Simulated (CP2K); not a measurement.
## Te under changes of volume

One of the cells (33.925 Å³/atom); the others are scaled copies at fixed shape and fractional positions:

```
Te
1.0
     4.45400    0.00000    0.00000
    -2.22700    3.85728    0.00000
     0.00000    0.00000    5.92400
Te
3
Direct
  0.73100 0.73100 0.00000
  0.00000 0.26900 0.66667
  0.26900 0.00000 0.33333
```

| Quantity | Value |
| --- | --- |
| Program | CP2K 2026.2 |
| Functional | PBE |
| Potentials or basis | POTENTIAL_UZH Te GTH-PBE-q6; TZVP-MOLOPT-PBE-GTH basis |
| Density cutoff | 6123 eV |
| k mesh | 7 × 7 × 5 |
| Occupations | fermi-dirac, width 0.05 eV |
| Spin | no spin polarisation |

```csv
volume (Å³/atom),energy over the lowest point (meV/atom),pressure (GPa),gap on the mesh (eV),largest force (eV/Å)
31.890,61.26,6.0,0.60,0.731
32.568,?,?,?,?
33.247,21.88,3.3,0.62,0.471
33.925,10.16,2.2,0.62,0.354
34.604,3.03,1.2,0.63,0.245
35.282,0.00,0.3,0.63,0.143
35.961,0.66,-0.6,0.63,0.048
```

Task: What does the run at 32.568 Å³/atom give?

Result: Energy over the lowest point 38.71 meV/atom; pressure 4.6 GPa; gap on the mesh 0.61 eV; largest force 0.596 eV/Å.

Worked out: A Birch-Murnaghan fit of order 3 (a polynomial in V^(-2/3)) to the other rows has its minimum at 35.49 Å³/atom with B0 = V·E''(V) = 44 GPa and B' = 4.7 at fixed shape and positions, which overstates the stiffness. It gives 38.73 meV/atom at 32.568 Å³/atom, against the run's 38.71, and -dE/dV = 4.6 GPa, against 4.6. A straight line through the other rows of the gap, of slope 0.251 eV per unit of ln V, gives 0.61 eV, against the run's 0.61.

Energies are extrapolated to zero smearing.

Caveats: spin-orbit coupling is left out, which moves the levels of the heavy elements; an odd mesh through Γ misses points on the zone boundary, where band edges often lie; the basis of atomic orbitals isn't converged, which shifts pressures, moduli and gaps.
